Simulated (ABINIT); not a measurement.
# Ge (I4_1/amd) in ABINIT: notebook

One crystal, Ge, is run at these levels: LDA, PBEsol; tasks: single point.

Program: ABINIT 10.8.3 (patched build). These are calculated values, not measurements. Logs are shortened: lines on timing, memory, paths and dates and some standing lists are left out, and cuts for length are marked. The log counts tension as positive stress, the text compression.

## (1) Starting point

It takes space group I4_1/amd (No. 141, tetragonal). Conventional cell: a = 5.149 Å, b = 5.149 Å, c = 2.795 Å, α = 90.00°, β = 90.00°, γ = 90.00°. Ge (site symmetry -4m2) has 6 Ge at 2.67 to 2.79 Å as nearest neighbours.

This isn't the form of Ge at room conditions, which is diamond.

## (2) Single point, LDA

The input, run.abi:

```
# Pseudopotentials
pp_dirpath "./"
pseudos "Ge.upf"

# Structure
acell 3.8998406021 3.8998406021 3.8998406021 Angstrom
rprim
    -0.6601525502     0.6601525502     0.3583255794
     0.6601525502    -0.6601525502     0.3583255794
     0.6601525502     0.6601525502    -0.3583255794
ntypat 1
znucl 32
natom 2
typat 1 1
xcart
     0.0000000000     0.0000000000     1.3974126432
     2.5744897190     0.0000000000     0.6987063216 Angstrom

# Plane-wave basis
ecut 35.0

# k points
kptopt 1
ngkpt 8 8 8
nshiftk 1
shiftk 0.0 0.0 0.0

# Exchange and correlation
ixc 7

# Bands and occupations
nband 18
occopt 3
tsmear 0.00183747

# SCF cycle
nstep 100
tolvrs 1.0e-10

# Output
iomode 3
prtwf 0
prteig 0
prtebands 0
prtden 1
prtvha 1
prtvclmb 1
prtpot 1
prtelf 1
```

Potentials or basis: PseudoDojo NC SR LDA v0.4.1 standard.

The run is started by

```sh
> mpirun --bind-to none -np 4 abinit run.abi > log 2>&1
```

run.abo:

```text
.Version 10.8.3 of ABINIT
 Symmetries : space group I4_1/a m d (#141); Bravais tI (body-center tetrag.)
================================================================================
 Values of the parameters that define the memory need of the present run
     intxc =       0    ionmov =       0      iscf =       7    lmnmax =       6
     lnmax =       6     mgfft =      40  mpssoang =       3    mqgrid =    3001
     natom =       2  nloc_mem =       1    nspden =       1   nspinor =       1
    nsppol =       1      nsym =      16    n1xccc =    2501    ntypat =       1
    occopt =       3   xclevel =       1
       mpw =        2492          nfft =       64000          nkpt =          59
================================================================================
================================================================================

--------------------------------------------------------------------------------
------------- Echo of variables that govern the present computation ------------
--------------------------------------------------------------------------------
 -outvars: echo values of preprocessed input variables --------
            acell      7.3696306727E+00  7.3696306727E+00  7.3696306727E+00 Bohr
              amu      7.26100000E+01
             ecut      3.50000000E+01 Hartree
                       outvar_i_n : Printing only first  50 k-points.
              ixc           7
                       outvar_i_n : Printing only first  50 k-points.
         kptrlatt        8    0    0      0    8    0      0    0    8
          kptrlen      4.22516349E+01
            natom           2
            nband          18
            ngfft          40      40      40
             nkpt          59
            nstep         100
             nsym          16
           ntypat           1
                       prtocc : prtvol=0, do not print more k-points.
           occopt           3
        prtebands           0
           prteig           0
           prtelf           1
           prtpot           1
         prtvclmb           1
           prtvha           1
            prtwf           0
            rprim     -6.6015255020E-01  6.6015255020E-01  3.5832557940E-01
                       6.6015255020E-01 -6.6015255020E-01  3.5832557940E-01
                       6.6015255020E-01  6.6015255020E-01 -3.5832557940E-01
          spgroup         141
           tolvrs      1.00000000E-10
           tsmear      1.83747000E-03 Hartree
            typat      1  1
                       outvars : Printing only first  50 k-points.
           xangst      7.5090412414E-11  2.7767245306E-16  1.3974126432E+00
                       2.5744897189E+00 -3.3035673946E-16  6.9870632157E-01
            xcart      1.4190031414E-10  5.2472488900E-16  2.6407271806E+00
                       4.8650804827E+00 -6.2428376143E-16  1.3203635902E+00
             xred      4.9999999997E-01  4.9999999998E-01  1.4583606518E-11
                       2.4999999997E-01  7.4999999998E-01  5.0000000001E-01
            znucl       32.00000

================================================================================

 chkinp: Checking input parameters for consistency.

================================================================================
== DATASET  1 ==================================================================

--- !DatasetInfo
iteration_state: {dtset: 1, }
dimensions: {natom: 2, nkpt: 59, mband: 18, nsppol: 1, nspinor: 1, nspden: 1, mpw: 2492, }
cutoff_energies: {ecut:  35.0, pawecutdg:  -1.0, }
electrons: {nelect:   2.80000000E+01, charge:   0.00000000E+00, occopt:   3.00000000E+00, tsmear:   1.83747000E-03, }
meta: {optdriver: 0, ionmov: 0, optcell: 0, iscf: 7, paral_kgb: 0, }
...

 Exchange-correlation functional for the present dataset will be:
  LDA: Perdew-Wang 92 LSD fit to Ceperley-Alder data - ixc=7
  J.P.Perdew and Y.Wang, PRB 45, 13244 (1992)

 Real(R)+Recip(G) space primitive vectors, cartesian coordinates (Bohr,Bohr^-1):
 R(1)= -4.8650805  4.8650805  2.6407272  G(1)=  0.0000000  0.1027732  0.1893418
 R(2)=  4.8650805 -4.8650805  2.6407272  G(2)=  0.1027732  0.0000000  0.1893418
 R(3)=  4.8650805  4.8650805 -2.6407272  G(3)=  0.1027732  0.1027732  0.0000000
 Unit cell volume ucvol=  2.5001357E+02 bohr^3
 Angles (23,13,12)=  9.73769836E+01  9.73769836E+01  1.38005201E+02 degrees

 getcut: wavevector=  0.0000  0.0000  0.0000  ngfft=  40  40  40
         ecut(hartree)=     35.000   => boxcut(ratio)=   2.03889

--- Pseudopotential description ------------------------------------------------
- pspini: atom type   1  psp file is ./Ge.upf
12 -1012 2 -1 1524                            pspcod,pspxc,lmax,lloc,mmax
     nproj     2     2     2

   1.69653809E+03                                ecore*ucvol(ha*bohr**3)
--------------------------------------------------------------------------------

================================================================================

--- !BeginCycle
iteration_state: {dtset: 1, }
solver: {iscf: 7, nstep: 100, nline: 4, wfoptalg: 0, }
tolerances: {tolvrs: 1.00E-10, }
...

     iter   Etot(hartree)      deltaE(h)  residm     vres2
 ETOT  1  -177.23442056090    -1.772E+02 1.002E+00 3.442E+01
 ETOT  2  -178.44994386354    -1.216E+00 1.006E-01 2.455E+01
 ETOT  3  -178.45433841811    -4.395E-03 3.204E-03 2.878E+00
 ETOT  4  -178.45471700075    -3.786E-04 1.023E-03 6.558E-01
 ETOT  5  -178.45482900705    -1.120E-04 6.460E-04 7.849E-04
 ETOT  6  -178.45482912829    -1.212E-07 7.723E-05 1.056E-04
 ETOT  7  -178.45482914657    -1.828E-08 2.415E-04 2.972E-07
 ETOT  8  -178.45482914663    -5.514E-11 3.139E-05 1.158E-10
 ETOT  9  -178.45482914663     1.876E-12 6.686E-05 1.946E-11

 At SCF step    9       vres2   =  1.95E-11 < tolvrs=  1.00E-10 =>converged.

 Compute ELF
--------------------------------------------------------------------------------

 Compute kinetic energy density

 Compute gradient of the electron density
 Electron Localization Function (ELF) [min:0;max:1]
)     Maximum=    6.0901E-01  at reduced coord.    0.3750    0.6250    0.7750
)     Minimum=    0.0000E+00  at reduced coord.    0.5000    0.5000    0.0000
   Integrated=    8.0293E+01

--------------------------------------------------------------------------------
 End of ELF section

 Cartesian components of stress tensor (hartree/bohr^3)
  sigma(1 1)=  2.21752889E-04  sigma(3 2)=  0.00000000E+00
  sigma(2 2)=  2.21752889E-04  sigma(3 1)=  0.00000000E+00
  sigma(3 3)=  6.38140209E-05  sigma(2 1)=  0.00000000E+00

--- !ResultsGS
iteration_state: {dtset: 1, }
comment   : Summary of ground state results
lattice_vectors:
- [ -4.8650805,   4.8650805,   2.6407272, ]
- [  4.8650805,  -4.8650805,   2.6407272, ]
- [  4.8650805,   4.8650805,  -2.6407272, ]
lattice_lengths: [   7.36963,    7.36963,    7.36963, ]
lattice_angles: [ 97.377,  97.377, 138.005, ] # degrees, (23, 13, 12)
lattice_volume:   2.5001357E+02
convergence: {deltae:  1.876E-12, res2:  1.946E-11, residm:  6.686E-05, diffor: null, }
etotal    :  -1.78454829E+02
entropy   :   0.00000000E+00
fermie    :   1.98174687E-01
cartesian_stress_tensor: # hartree/bohr^3
- [  2.21752889E-04,   0.00000000E+00,   0.00000000E+00, ]
- [  0.00000000E+00,   2.21752889E-04,   0.00000000E+00, ]
- [  0.00000000E+00,   0.00000000E+00,   6.38140209E-05, ]
pressure_GPa:  -4.9753E+00
xred      :
- [  5.0000E-01,   5.0000E-01,   1.4584E-11, Ge]
- [  2.5000E-01,   7.5000E-01,   5.0000E-01, Ge]
cartesian_forces: # hartree/bohr
- [  1.27518026E-25,   4.25060087E-26,   1.56619854E-25, ]
- [ -1.27518026E-25,  -4.25060087E-26,  -1.56619854E-25, ]
force_length_stats: {min:   2.06391343E-25, max:   2.06391343E-25, mean:   2.06391343E-25, }
...

 Integrated electronic density in atomic spheres:
 ------------------------------------------------
 Atom  Sphere_radius  Integrated_density
    1        2.00000         11.50906338
    2        2.00000         11.50906338
================================================================================

 ----iterations are completed or convergence reached----

 Mean square residual over all n,k,spin=   19.832E-08; max=  66.860E-06
 reduced coordinates (array xred) for    2 atoms
       0.499999999969      0.499999999984      0.000000000015
       0.249999999969      0.749999999984      0.500000000015
 rms dE/dt=  5.8491E-25; max dE/dt=  8.2718E-25; dE/dt below (all hartree)
    1       0.000000000000     -0.000000000000     -0.000000000000
    2       0.000000000000      0.000000000000      0.000000000000

 cartesian coordinates (angstrom) at end:
    1      0.00000000007509     0.00000000000000     1.39741264322878
    2      2.57448971892491    -0.00000000000000     0.69870632157122

 cartesian forces (hartree/bohr) at end:
    1      0.00000000000000     0.00000000000000     0.00000000000000
    2     -0.00000000000000    -0.00000000000000    -0.00000000000000
 frms,max,avg= 1.1916010E-25 1.5661985E-25   0.000E+00  0.000E+00  0.000E+00 h/b

 cartesian forces (eV/Angstrom) at end:
    1      0.00000000000000     0.00000000000000     0.00000000000000
    2     -0.00000000000000    -0.00000000000000    -0.00000000000000
 frms,max,avg= 6.1274586E-24 8.0537167E-24   0.000E+00  0.000E+00  0.000E+00 e/A
 length scales=  7.369630672664  7.369630672664  7.369630672664 bohr
              =  3.899840602100  3.899840602100  3.899840602100 angstroms
 Fermi (or HOMO) energy (hartree) =   0.19817   Average Vxc (hartree)=  -0.43256
 Eigenvalues (hartree) for nkpt=  59  k points:
 kpt#   1, nband= 18, wtk=  0.00195, kpt=  0.0000  0.0000  0.0000 (reduced coord)
  -0.71291   -0.71080   -0.71016   -0.70960   -0.70588   -0.70588   -0.70566   -0.70566
  -0.70377   -0.70126   -0.28927    0.04621    0.11473    0.11473    0.32398    0.47636
   0.47636    0.49635
      occupation numbers for kpt#   1
   2.00000    2.00000    2.00000    2.00000    2.00000    2.00000    2.00000    2.00000
   2.00000    2.00000    2.00000    2.00000    2.00000    2.00000    0.00000    0.00000
   0.00000    0.00000
 prteigrs : prtvol=0 or 1, do not print more k-points.

--- !EnergyTerms
iteration_state     : {dtset: 1, }
comment             : Components of total free energy in Hartree
kinetic             :  1.33855529900186E+02
hartree             :  4.50987551110685E+01
xc                  : -4.29248691804193E+01
Ewald energy        : -1.12041434476547E+02
psp_core            :  6.78578398484390E+00
local_psp           : -1.16632176262613E+02
non_local_psp       : -9.25961382388823E+01
internal            : -1.78454549162364E+02
'-kT*entropy'       : -2.79984261834257E-04
total_energy        : -1.78454829146625E+02
total_energy_eV     : -4.85600328336937E+03
band_energy         : -1.41345683603863E+01
...

 Cartesian components of stress tensor (hartree/bohr^3)
  sigma(1 1)=  2.21752889E-04  sigma(3 2)=  0.00000000E+00
  sigma(2 2)=  2.21752889E-04  sigma(3 1)=  0.00000000E+00
  sigma(3 3)=  6.38140209E-05  sigma(2 1)=  0.00000000E+00

-Cartesian components of stress tensor (GPa)         [Pressure= -4.9753E+00 GPa]
- sigma(1 1)=  6.52419525E+00  sigma(3 2)=  0.00000000E+00
- sigma(2 2)=  6.52419525E+00  sigma(3 1)=  0.00000000E+00
- sigma(3 3)=  1.87747331E+00  sigma(2 1)=  0.00000000E+00

== END DATASET(S) ==============================================================
================================================================================

 -outvars: echo values of variables after computation  --------
            acell      7.3696306727E+00  7.3696306727E+00  7.3696306727E+00 Bohr
           etotal     -1.7845482915E+02
            fcart      1.2751802599E-25  4.2506008663E-26  1.5661985429E-25
                      -1.2751802599E-25 -4.2506008663E-26 -1.5661985429E-25
            rprim     -6.6015255020E-01  6.6015255020E-01  3.5832557940E-01
                       6.6015255020E-01 -6.6015255020E-01  3.5832557940E-01
                       6.6015255020E-01  6.6015255020E-01 -3.5832557940E-01
           strten      2.2175288944E-04  2.2175288944E-04  6.3814020857E-05
                       0.0000000000E+00  0.0000000000E+00  0.0000000000E+00
           xangst      7.5090412414E-11  2.7767245306E-16  1.3974126432E+00
                       2.5744897189E+00 -3.3035673946E-16  6.9870632157E-01
             xred      4.9999999997E-01  4.9999999998E-01  1.4583606518E-11
                       2.4999999997E-01  7.4999999998E-01  5.0000000001E-01
 Calculation completed.
```

Run time: 16 s. Hardware: 4 MPI ranks of Intel Xeon 6975P-C (Granite Rapids), shared host; peak memory 0.28 GiB.

Results:

* Free energy: -4856.0033 eV
* Band gap on the k mesh: none (metal or under the smearing width)
* Valence electrons inside the program's atomic spheres: Ge 11.51 (radii [1.0584] Å)

Levels at points of the mesh, in eV from the Fermi level:
```
           k point  band 10  band 11  band 12  band 13  band 14  band 15  band 16  band 17  band 18
(0.00, 0.00, 0.00)   -24.47   -13.26    -4.14    -2.27    -2.27     3.42     7.57     7.57     8.11
(0.50, 0.00, 0.00)   -24.51    -8.05    -6.34    -2.64    -1.94    -1.28     2.60     3.57     5.52
(0.50, 0.50, 0.00)   -24.55   -10.53   -10.53     0.67     0.67     1.94     1.94     7.53     7.53
(0.50, 0.50, 0.50)   -24.59    -8.88    -8.88    -5.82    -5.82     6.19     6.19    10.91    10.91
```

Caveat: the cutoff is too short for stress, so the log's stress isn't used.

[end of part 1 of 2]
